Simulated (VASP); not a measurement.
Computed with LDA (Ceperley-Alder, Perdew-Zunger), VASP's LDA PAW potentials (set 64) (plane waves; VASP 6.6.1).

The input files of a VASP run:

**POSCAR**
```
GeTe
1.0
  2.0651720000   1.1923270000   3.6275210000
 -2.0651720000   1.1923270000   3.6275210000
  0.0000000000  -2.3846560000   3.6275210000
Ge Te
1 1
Cart
 -0.0000000000  -0.0000019845  10.7980054855
  0.0000000000  -0.0000010576   5.7544490155
```

### INCAR
```
SYSTEM = GeTe
PREC = Accurate; ENCUT = 180; LREAL = F
LASPH = T
EDIFF = 1E-6; NELM = 100; ALGO = Normal
LMAXMIX = 4
ISMEAR = -1; SIGMA = 0.01
ISIF = 2
LWAVE = F; LCHARG = F
```

KPOINTS:
```
Automatic mesh
0
Gamma
5 5 5
0 0 0
```

POTCAR, in this order: Ge_d Te (LDA.64 set). Program: vasp_std.

Output of the run:

**OSZICAR**
```
       N       E                     dE             d eps       ncg     rms          rms(c)
DAV:   1     0.636119603011E+02    0.63612E+02   -0.65338E+03   532   0.866E+02
DAV:   2    -0.202182785155E+01   -0.65634E+02   -0.65101E+02   706   0.209E+02
DAV:   3    -0.465894701777E+01   -0.26371E+01   -0.26358E+01   574   0.424E+01
DAV:   4    -0.467989671118E+01   -0.20950E-01   -0.20949E-01   658   0.390E+00
DAV:   5    -0.468023993099E+01   -0.34322E-03   -0.34322E-03   574   0.442E-01    0.692E+00
DAV:   6    -0.422478843643E+01    0.45545E+00   -0.89411E-01   640   0.116E+01    0.389E+00
DAV:   7    -0.416006784391E+01    0.64721E-01   -0.28344E-01   592   0.629E+00    0.115E+00
DAV:   8    -0.415968703249E+01    0.38081E-03   -0.11363E-02   544   0.740E-01    0.286E-01
DAV:   9    -0.415908109166E+01    0.60594E-03   -0.28516E-03   616   0.526E-01    0.768E-02
DAV:  10    -0.415909049394E+01   -0.94023E-05   -0.72395E-05   544   0.632E-02    0.181E-02
DAV:  11    -0.415908791274E+01    0.25812E-05   -0.92284E-06   634   0.270E-02    0.989E-03
DAV:  12    -0.415908792387E+01   -0.11128E-07   -0.83666E-07   344   0.953E-03
   1 F= -.41590879E+01 E0= -.41590879E+01  d E =-.146078E-13
```

File OUTCAR:
```
------------------------ aborting loop because EDIFF is reached ----------------------------------------
  FORCE on cell =-STRESS in cart. coord.  units (eV):
  Direction    XX          YY          ZZ          XY          YZ          ZX
  --------------------------------------------------------------------------------------
  Total      -45.1145165    -45.1145207    -45.4497889     -0.0000000      0.0000084      0.0000000
  in kB    -1348.6953312  -1348.6954591  -1358.7182766     -0.0000000      0.0002497      0.0000000
  external PRESSURE =   -1352.0363557 kB  Pullay stress =       0.0000000 kB
  volume of cell :       53.59
      direct lattice vectors                 reciprocal lattice vectors
     2.065172000  1.192327000  3.627521000     0.242110584  0.139782605  0.091890144
    -2.065172000  1.192327000  3.627521000    -0.242110584  0.139782605  0.091890144
     0.000000000 -2.384656000  3.627521000     0.000000000 -0.279565209  0.091890067
 POSITION                                       TOTAL-FORCE (eV/Angst)
 -----------------------------------------------------------------------------------
      0.00000     -0.00000     10.79801         0.000000     -0.000000      0.059853
      0.00000     -0.00000      5.75445         0.000000      0.000000     -0.059853
 -----------------------------------------------------------------------------------
    total drift:                               -0.000000      0.000004     -0.003234
  FREE ENERGIE OF THE ION-ELECTRON SYSTEM (eV)
  ---------------------------------------------------
  free  energy   TOTEN  =        -4.1590879239 eV

  energy  without entropy=       -4.1590879239  energy(sigma->0) =       -4.15908792
```
(Selected blocks of OUTCAR.)

At this cut-off the stress carries a Pulay error, which pulls relaxed volumes low.

The structure comes from a computed database's GeTe entry; how it stands against other phases isn't given here. The cell was not relaxed at this level. The run is one of a series of settings (ENCUT = 180 against the base run), some of them coarse on purpose.
